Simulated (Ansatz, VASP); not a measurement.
**Two plane-wave programs on Rh**

```
Rh
1.0
     2.65744    0.00000    0.00000
    -1.32872    2.30141    0.00000
     0.00000    0.00000    8.65948
Rh
4
Direct
  0.00000 0.00000 0.00000
  0.33333 0.66667 0.25000
  0.00000 0.00000 0.50000
  0.66667 0.33333 0.75000
```

Alike in both runs: functional LDA; k mesh 12 × 12 × 2; occupations gaussian, width 0.1 eV; no spin polarisation.

Ansatz relaxed the structure, and its values are those at the end. VASP's run is a single point on that final structure, the one shown.

|  | VASP | Ansatz |
| --- | --- | --- |
| version | VASP 6.6.1 | Ansatz 0.2.0 |
| potentials or method | VASP PAW LDA potentials, release 64 (Rh_pv) | scalar-relativistic, plane waves, PAW |
| plane-wave cutoff (eV) | 520 | 420 |
| valence electrons in the cell | 60 | 68 |

|  | VASP | Ansatz | Ansatz less VASP |
| --- | --- | --- | --- |
| gap on the k mesh at the Fermi level (eV) | none | none | - |
| pressure (GPa) | 1.0 | 0.1 | -0.94 |

A gap of «none» marks a metal or a gap that the smearing closes. The two sets of potentials don't hold the same shells in valence.

Caveats: the k mesh is coarse (spacing up to 0.36 Å⁻¹), so the values aren't converged.
